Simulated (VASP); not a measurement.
# CaSe (Fm-3m) in VASP: further runs

The runs below take CaSe through single point, with r2SCAN.

Everything below comes from runs of VASP 6.6.1. Logs are shortened: lines on timing, memory, paths and dates and some standing lists are left out, and cuts for length are marked.

## 1. The structure

Symmetry: Fm-3m, No. 225, cubic system. The conventional cell has a = 5.912 Å, b = 5.912 Å, c = 5.912 Å, α = 90.00°, β = 90.00°, γ = 90.00°. Se (site symmetry m-3m) has 6 Ca at 2.96 Å as nearest neighbours. Ca (site symmetry m-3m) has 6 Se at 2.96 Å as nearest neighbours.

## 2. Single point, r2SCAN

INCAR

```
ADDGRID = F ; ALGO = Normal
EDIFF = 1E-6 ; ENCUT = 700
ISIF = 2 ; ISMEAR = 0
LASPH = T ; LCHARG = F
LMIXTAU = T ; LREAL = F
LWAVE = F ; METAGGA = R2SCAN
NBANDS = 15 ; NELM = 100
PREC = Accurate ; SIGMA = 0.05
```

KPOINTS

```
k-points
0
Gamma
  4 4 4
```

POSCAR

```
CaSe
1.0
    0.0000000000      2.9560000000      2.9560000000
    2.9560000000      0.0000000000      2.9560000000
    2.9560000000      2.9560000000      0.0000000000
Se Ca
1 1
Direct
    0.5137070000      0.4880300000      0.5023060000
    0.0084580000     -0.0027510000     -0.0091450000
```

Potentials or basis: VASP PAW PBE potentials, release 64 (Se, Ca_sv).

Run with:

```
$ cat potpaw_PBE.64/Se/POTCAR potpaw_PBE.64/Ca_sv/POTCAR > POTCAR
$ mpirun -np 1 vasp_std > vasp.out
```

OUTCAR:

```text
EDIFF = 1E-6
   ENCUT = 700
   ISIF = 2
   ISMEAR = 0
   LASPH = T
   LREAL = F
   METAGGA = R2SCAN
   NELM = 100
   PREC = Accurate

 Found     36 irreducible k-points:

 Following reciprocal coordinates:
            Coordinates               Weight
  0.000000  0.000000  0.000000      1.000000
  0.250000  0.000000  0.000000      2.000000
  0.000000  0.250000  0.000000      2.000000
  0.000000  0.000000  0.250000      2.000000
  0.250000  0.250000  0.250000      2.000000
  0.500000  0.000000  0.000000      1.000000
   k-points           NKPTS =     36   k-points in BZ     NKDIM =     36   number of bands    NBANDS=     15
   number of dos      NEDOS =    301   number of ions     NIONS =      2
   total plane-waves  NPLWV =  46656
   dimension x,y,z NGX =    36 NGY =   36 NGZ =   36
   dimension x,y,z NGXF=    72 NGYF=   72 NGZF=   72
   ions per type =               1   1
   NGX,Y,Z   is equivalent  to a cutoff of  14.32, 14.32, 14.32 a.u.
   NGXF,Y,Z  is equivalent  to a cutoff of  28.63, 28.63, 28.63 a.u.
 SYSTEM =  unknown system
   PREC   = accura    normal or accurate (medium, high low for compatibility)
   ISTART =      0    job   : 0-new  1-cont  2-samecut
   ICHARG =      2    charge: 1-file 2-atom 10-const
   ISPIN  =      1    spin polarized calculation?
   LNONCOLLINEAR =      F non collinear calculations
   LSORBIT =      F    spin-orbit coupling
   LASPH  =      T    aspherical Exc in radial PAW
   ENCUT  =  700.0 eV  51.45 Ry    7.17 a.u.   9.02  9.02  9.02*2*pi/ulx,y,z
   NELM   =    100;   NELMIN=  2; NELMDL= -5     # of ELM steps
   EDIFF  = 0.1E-05   stopping-criterion for ELM
   LREAL  =      F    real-space projection
   EDIFFG = 0.1E-04   stopping-criterion for IOM
   NSW    =      0    number of steps for IOM
   IBRION =     -1    ionic relax: 0-MD 1-quasi-New 2-CG
   NFREE  =      0    steps in history (QN), initial steepest desc. (CG)
   ISIF   =      2    stress and relaxation
   ISYM   =      2    0-nonsym 1-usesym 2-fastsym
   POTIM  = 0.5000    time-step for ionic-motion
   TEBEG  =    0.0;   TEEND  =   0.0 temperature during run
   PSTRESS=    0.0 pullay stress
   NELECT =      16.0000    total number of electrons
   NUPDOWN=      -1.0000    fix difference up-down
   EMIN   =  10.00;   EMAX   =-10.00  energy-range for DOS
   EFERMI =   0.00;   METHOD = LEGACY
   ISMEAR =     0;   SIGMA  =   0.05  broadening in eV -4-tet -1-fermi 0-gaus
   EFERMI_NEDOS =   21; number of points for ismear=-14 and -15
   IALGO  =     38    algorithm
   IMIX   =      4    mixing-type and parameters
     AMIX     =   0.40;   BMIX     =  1.00
     AMIX_MAG =   1.60;   BMIX_MAG =  1.00
  volume/ion in A,a.u.               =      25.83       174.30
  Fermi-wavevector in a.u.,A,eV,Ry     =   1.107645  2.093145 16.692666  1.226876
  Thomas-Fermi vector in A             =   2.244161
   LORBIT       =      0    0 simple, 1 ext, 2 COOP (PROOUT), +10 PAW based schemes
   METAGGA = R2SCAN    functional components
   LHFCALC =     F    Hartree Fock is set to
   AEXX    =    0.0000 exact exchange contribution
   IVDW    =     0    specifies the selected vdW correction
   LEPSILON=     F    determine dielectric tensor
   LRPA    =     F    only Hartree local field effects (RPA)
 non-spin polarized calculation
 Gauss-broadening in eV      SIGMA  =   0.05
  energy-cutoff  :      700.00
  volume of cell :       51.66
 maximum number of plane-waves:      2200
   NGX = 17   NGY = 17   NGZ = 17

 number of electron      16.0000000 magnetization

 Free energy of the ion-electron system (eV)
  ---------------------------------------------------
  ext. energy  EPLUGINS =         0.00000000
  ---------------------------------------------------
  free energy    TOTEN  =       -25.96286526 eV

  energy without entropy =      -25.96286526  energy(sigma->0) =      -25.96286526

 E-fermi :   2.4650     XC(G=0):  -9.5841

 val. band max:        2.1998439029   @ k =   0.0000   0.0000   0.0000
 cond. band min:       4.6867276053   @ k =   0.5000   0.0000   0.5000
 fundamental gap:      2.4868837024
 Fermi energy:         2.4649678894

 k-point     1 :       0.0000    0.0000    0.0000
  band No.  band energies     occupation
      1     -39.0977      2.00000
      2     -19.2101      2.00000
      3     -19.2095      2.00000
      4     -19.2095      2.00000
      5      -9.9941      2.00000
      6       2.1980      2.00000
      7       2.1997      2.00000
      8       2.1998      2.00000
      9       6.3459      0.00000
     10       6.4224      0.00000
     11       6.4277      0.00000
     12       6.4293      0.00000
     13       7.0224      0.00000
     14       7.0324      0.00000
     15      12.6700      0.00000

 k-point     2 :       0.2500    0.0000    0.0000
  band No.  band energies     occupation
      1     -39.0943      2.00000
      2     -19.2693      2.00000
      3     -19.2135      2.00000
      4     -19.2131      2.00000
      5      -9.6516      2.00000
      6       0.2318      2.00000
      7       1.5112      2.00000
      8       1.5132      2.00000
      9       6.4972      0.00000
     10       7.1797      0.00000
     11       7.1810      0.00000
     12       8.4565      0.00000
     13       8.4599      0.00000
     14       8.6710      0.00000
     15      12.3410      0.00000

 k-point     3 :       0.0000    0.2500    0.0000
  band No.  band energies     occupation
      1     -39.0943      2.00000
      2     -19.2693      2.00000
      3     -19.2134      2.00000
      4     -19.2131      2.00000
      5      -9.6517      2.00000
      6       0.2322      2.00000
      7       1.5104      2.00000
      8       1.5121      2.00000
      9       6.4995      0.00000
     10       7.1807      0.00000
     11       7.1819      0.00000
     12       8.4568      0.00000
     13       8.4598      0.00000
     14       8.6696      0.00000
     15      12.3380      0.00000

 k-point     4 :       0.0000    0.0000    0.2500
  band No.  band energies     occupation
      1     -39.0943      2.00000
      2     -19.2694      2.00000
      3     -19.2134      2.00000
      4     -19.2131      2.00000
      5      -9.6517      2.00000
      6       0.2324      2.00000
      7       1.5102      2.00000
      8       1.5107      2.00000
      9       6.5014      0.00000
     10       7.1819      0.00000
     11       7.1824      0.00000
     12       8.4579      0.00000
     13       8.4587      0.00000
     14       8.6685      0.00000
     15      12.3357      0.00000

 k-point     5 :       0.2500    0.2500    0.2500
  band No.  band energies     occupation
      1     -39.0943      2.00000
      2     -19.2693      2.00000
      3     -19.2135      2.00000
      4     -19.2131      2.00000
      5      -9.6516      2.00000
      6       0.2320      2.00000
      7       1.5107      2.00000
      8       1.5127      2.00000
      9       6.4983      0.00000
     10       7.1802      0.00000
     11       7.1815      0.00000
     12       8.4566      0.00000
     13       8.4599      0.00000
     14       8.6703      0.00000
     15      12.3395      0.00000

 k-point     6 :       0.5000    0.0000    0.0000
  band No.  band energies     occupation
      1     -39.0909      2.00000
      2     -19.3272      2.00000
      3     -19.2171      2.00000
      4     -19.2167      2.00000
      5      -9.2670      2.00000
      6      -1.0830      2.00000
      7       1.0097      2.00000
      8       1.0110      2.00000
      9       7.3142      0.00000
     10       8.2916      0.00000
     11       8.3146      0.00000
     12       8.3166      0.00000
     13      10.3372      0.00000
     14      10.3537      0.00000
     15      10.9597      0.00000

 [... further k-points ...]
[... 5 lines left out ...]
  --------------------------------------------------------------------------------------
  -------------------------------------------------------------------------------------
  Total        0.2993782      0.3545895      0.3016066     -0.0016885      0.0028847      0.0004124
  in kB        9.2851196     10.9974797      9.3542325     -0.0523686      0.0894673      0.0127902
  external PRESSURE =       9.8789439 kB  Pullay stress =       0.0000000 kB

 VOLUME and BASIS-vectors are now :
 -----------------------------------------------------------------------------
  energy-cutoff  :      700.00
  volume of cell :       51.66
      direct lattice vectors                 reciprocal lattice vectors
     0.000000000  2.956000000  2.956000000    -0.169147497  0.169147497  0.169147497
     2.956000000  0.000000000  2.956000000     0.169147497 -0.169147497  0.169147497
     2.956000000  2.956000000  0.000000000     0.169147497  0.169147497 -0.169147497

 POSITION                                       TOTAL-FORCE (eV/Angst)
 -----------------------------------------------------------------------------------
      2.92743      3.00333      2.96113        -0.021787     -0.165873      0.039183
      5.87684      2.95397      2.97287         0.021787      0.165873     -0.039183
 -----------------------------------------------------------------------------------
    total drift:                               -0.001091     -0.000780     -0.001068

  FREE ENERGIE OF THE ION-ELECTRON SYSTEM (eV)
  ---------------------------------------------------
  free  energy   TOTEN  =       -25.9628652625 eV

  energy  without entropy=      -25.9628652625  energy(sigma->0) =      -25.96286526
```

It took 2.2 min on 1 thread of Intel Xeon Platinum 8488C (Sapphire Rapids), shared host; peak memory 0.23 GiB.

These settings aren't checked as converged: the numbers below hold their error.

Results:

* Free energy: -25.9629 eV
* Pressure: 1.0 GPa
* Largest force: 0.172 eV/Å
* Band gap on the k mesh: 2.49 eV, indirect (least direct gap 3.43 eV)

Caveat: the k mesh is coarse (spacing up to 0.46 Å⁻¹), so the values aren't converged; the PAW data sets were made with another functional, which shifts forces and pressure a little.

## 3. Single point, r2SCAN

INCAR: that of step 2 with these lines changed.

```diff
@@ -1,3 +1,3 @@
 ADDGRID = F ; ALGO = Normal
-EDIFF = 1E-6 ; ENCUT = 700
+EDIFF = 1E-6 ; ENCUT = 450
 ISIF = 2 ; ISMEAR = 0
```

KPOINTS

```
k-points
0
Gamma
  5 5 5
```

POSCAR

```
CaSe
1.0
    0.0000000000      2.9560000000      2.9560000000
    2.9560000000      0.0000000000      2.9560000000
    2.9560000000      2.9560000000      0.0000000000
Se Ca
1 1
Direct
    0.5000000000      0.5000000000      0.5000000000
    0.0000000000      0.0000000000      0.0000000000
```

Potentials or basis: VASP PAW PBE potentials, release 64 (Se, Ca_sv).

Run with:

```
$ cat potpaw_PBE.64/Se/POTCAR potpaw_PBE.64/Ca_sv/POTCAR > POTCAR
$ mpirun -np 1 vasp_std > vasp.out
```

OUTCAR:

```text
EDIFF = 1E-6
   ENCUT = 450
   ISIF = 2
   ISMEAR = 0
   LASPH = T
   LREAL = F
   METAGGA = R2SCAN
   NELM = 100
   PREC = Accurate

 Found     10 irreducible k-points:

 Following reciprocal coordinates:
            Coordinates               Weight
  0.000000  0.000000  0.000000      1.000000
  0.200000  0.000000  0.000000      8.000000
  0.400000  0.000000  0.000000      8.000000
  0.200000  0.200000  0.000000      6.000000
  0.400000  0.200000  0.000000     24.000000
 -0.400000  0.200000  0.000000     24.000000
   k-points           NKPTS =     10   k-points in BZ     NKDIM =     10   number of bands    NBANDS=     15
   number of dos      NEDOS =    301   number of ions     NIONS =      2
   total plane-waves  NPLWV =  27000
   dimension x,y,z NGX =    30 NGY =   30 NGZ =   30
   dimension x,y,z NGXF=    60 NGYF=   60 NGZF=   60
   ions per type =               1   1
   NGX,Y,Z   is equivalent  to a cutoff of  11.93, 11.93, 11.93 a.u.
   NGXF,Y,Z  is equivalent  to a cutoff of  23.86, 23.86, 23.86 a.u.
 SYSTEM =  unknown system
   PREC   = accura    normal or accurate (medium, high low for compatibility)
   ISTART =      0    job   : 0-new  1-cont  2-samecut
   ICHARG =      2    charge: 1-file 2-atom 10-const
   ISPIN  =      1    spin polarized calculation?
   LNONCOLLINEAR =      F non collinear calculations
[... 71 lines left out ...]
      9       6.3431      0.00000
     10       6.4208      0.00000
     11       6.4208      0.00000
     12       6.4208      0.00000
     13       7.0211      0.00000
     14       7.0211      0.00000
[... 77 lines left out ...]
      2     -19.3056      2.00000
      3     -19.2407      2.00000
      4     -19.2209      2.00000
      5      -9.2915      2.00000
      6      -0.6887      2.00000
      7       0.5828      2.00000
      8       1.0029      2.00000
      9       7.2678      0.00000
     10       7.8468      0.00000
     11       8.1785      0.00000
     12       8.8187      0.00000
     13       9.5557      0.00000
     14       9.8120      0.00000
     15      11.6198      0.00000

 [... further k-points ...]

------------------------ aborting loop because EDIFF is reached ----------------------------------------

  FORCE on cell =-STRESS in cart. coord.  units (eV):
  Direction    XX          YY          ZZ          XY          YZ          ZX
  --------------------------------------------------------------------------------------
  -------------------------------------------------------------------------------------
  Total        0.2887466      0.2887466      0.2887466      0.0000000      0.0000000     -0.0000000
  in kB        8.9553844      8.9553844      8.9553844      0.0000000      0.0000000     -0.0000000
  external PRESSURE =       8.9553844 kB  Pullay stress =       0.0000000 kB

 VOLUME and BASIS-vectors are now :
 -----------------------------------------------------------------------------
  energy-cutoff  :      450.00
  volume of cell :       51.66
      direct lattice vectors                 reciprocal lattice vectors
     0.000000000  2.956000000  2.956000000    -0.169147497  0.169147497  0.169147497
     2.956000000  0.000000000  2.956000000     0.169147497 -0.169147497  0.169147497
     2.956000000  2.956000000  0.000000000     0.169147497  0.169147497 -0.169147497

 POSITION                                       TOTAL-FORCE (eV/Angst)
 -----------------------------------------------------------------------------------
      2.95600      2.95600      2.95600         0.000000      0.000000     -0.000000
      0.00000      0.00000      0.00000        -0.000000     -0.000000      0.000000
 -----------------------------------------------------------------------------------
    total drift:                               -0.000000      0.000000      0.000000

  FREE ENERGIE OF THE ION-ELECTRON SYSTEM (eV)
  ---------------------------------------------------
  free  energy   TOTEN  =       -25.9730411479 eV

  energy  without entropy=      -25.9730411479  energy(sigma->0) =      -25.97304115
```

Run time: 43 s. Hardware: 1 thread of Intel Xeon Platinum 8488C (Sapphire Rapids), shared host; peak memory 0.17 GiB.

These settings aren't checked as converged: the numbers below hold their error.

What came out:

```
Free energy            : -25.9730 eV
Pressure               : 0.9 GPa
Band gap on the k mesh : 2.61 eV, indirect (least direct gap 3.51 eV)
```

Caveat: the PAW data sets were made with another functional, which shifts forces and pressure a little; an odd mesh through Γ misses points on the zone boundary, where band edges often lie.
